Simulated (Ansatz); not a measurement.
The system is CdS.

```xyz
2
Lattice="4.2612 0.0000 0.0000 -2.1306 3.6903 0.0000 0.0000 0.0000 5.8042" Properties=species:S:1:pos:R:3 pbc="T T T"
Cd    0.0000    0.0000    2.5695
S     2.1306    1.2301    2.5208
```

Measurements of this composition are mostly on another form, of space group No. 186.

```yaml
Program: Ansatz 0.2.0
Task: relaxation of cell and atoms
Functional: B3LYP
Potentials_or_basis: Ansatz PAW
Cutoff: "420 eV (not typed: the program's choice for these potentials)"
k_mesh: 4 × 4 × 3
Occupations: fermi-dirac, width 0.05 eV
Spin: no spin polarisation
```

At the start: volume 45.64 Å³/atom.

**Question.** How do energy, volume and symmetry change on relaxing?

**Answer.** It ends after 9 steps and the volume is 51.56 Å³/atom (+13.0 %); space group P-6m2 (No. 187, to 0.05 Å).

The path:
| step | energy change (eV) | largest force (eV/Å) | volume (Å³) |
| --- | --- | --- | --- |
| 1 | 0.0000 | 0.0050 | 91.27 |
| 2 | -0.0009 | 0.0069 | 92.13 |
| 3 | -0.0011 | 0.0065 | 92.69 |
| 4 | -0.0021 | 0.0016 | 95.25 |
| 5 | -0.0032 | 0.0060 | 99.80 |
| 6 | -0.0028 | 0.0067 | 104.25 |
| 7 | -0.0034 | 0.0021 | 102.59 |
| 8 | -0.0033 | 0.0008 | 103.12 |
| 9 | -0.0061 | 0.0006 | 103.12 |

Final structure:
```cif
data_structure
_symmetry_space_group_name_H-M 'P 1'
_symmetry_Int_Tables_number 1
_cell_length_a 4.2776
_cell_length_b 4.2776
_cell_length_c 6.5072
_cell_angle_alpha 90.000
_cell_angle_beta 90.000
_cell_angle_gamma 120.000
_cell_volume 103.12
loop_
_atom_site_label
_atom_site_type_symbol
_atom_site_fract_x
_atom_site_fract_y
_atom_site_fract_z
_atom_site_occupancy
Cd1 Cd 0.00000 0.00000 0.43827 1
S1 S 0.66667 0.33333 0.43873 1
```

Caveat: the k mesh is coarse (spacing up to 0.43 Å⁻¹), so the values aren't converged, least of all with exact exchange; the plane-wave basis is chosen anew once the cell has moved, so the energies of steps on either side of that aren't comparable; the PAW data sets come from PBE, with cores solved anew for the run's functional, which leaves a small shift of forces and pressure.
